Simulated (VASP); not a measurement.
Set up this calculation in VASP 6.6.1, as the native input.

```yaml
Task: relaxation of the atoms
Functional: PBEsol
Potentials_or_basis: VASP PAW PBE potentials, release 64 (Mo_sv)
Cutoff: 600 eV
k_mesh: 16 × 16 × 16
Occupations: methfessel-paxton, width 0.1 eV
Spin: no spin polarisation
Further_INCAR_settings: ALGO = Fast; EDIFF = 1e-07; IBRION = 2; EDIFFG = -0.01; NSW = 40
```

The structure of Mo lies in POSCAR:

```
Mo                                      
1.0
   -1.5859279262      1.5859279262      1.5859279262
    1.5859279262     -1.5859279262      1.5859279262
    1.5859279262      1.5859279262     -1.5859279262
  Mo            
     1
Direct
     0.0000000000000000    0.0000000000000000    0.0000000000000000
```

The cell isn't the ideal one: a relaxed cell with its volume scaled by 1.04.

These files were run (other wordings do the same):

INCAR

```
SYSTEM = Mo
  ALGO = Fast
  EDIFF = 1E-7
  EDIFFG = -0.01
  ENCUT = 600
  GGA = PS
  IBRION = 2
  ISIF = 2
  ISMEAR = 1
  LASPH = .True.
  LCHARG = .False.
  LREAL = .False.
  LWAVE = .False.
  NELM = 80
  NSW = 40
  PREC = Accurate
  SIGMA = 0.1
```

KPOINTS

```
k-points
0
Gamma
  16 16 16
  0 0 0
```

Potentials or basis: VASP PAW PBE potentials, release 64 (Mo_sv).

Run with:

```console
$ cat potpaw_PBE.64/Mo_sv/POTCAR > POTCAR
$ mpirun -np 1 vasp_std > vasp.out
```

It gave:

The pressure after relaxing is -10.2 GPa and the band gap on the k mesh is none (metal or under the smearing width).

Caveat: the relaxation stopped at its first step, so nothing moved; the PAW data sets were made with another functional, which shifts forces and pressure a little.

Run time: 10 s on 1 thread of Intel(R) Xeon(R) 6975P-C (Granite Rapids) (shared host), peak memory 0.16 GiB.
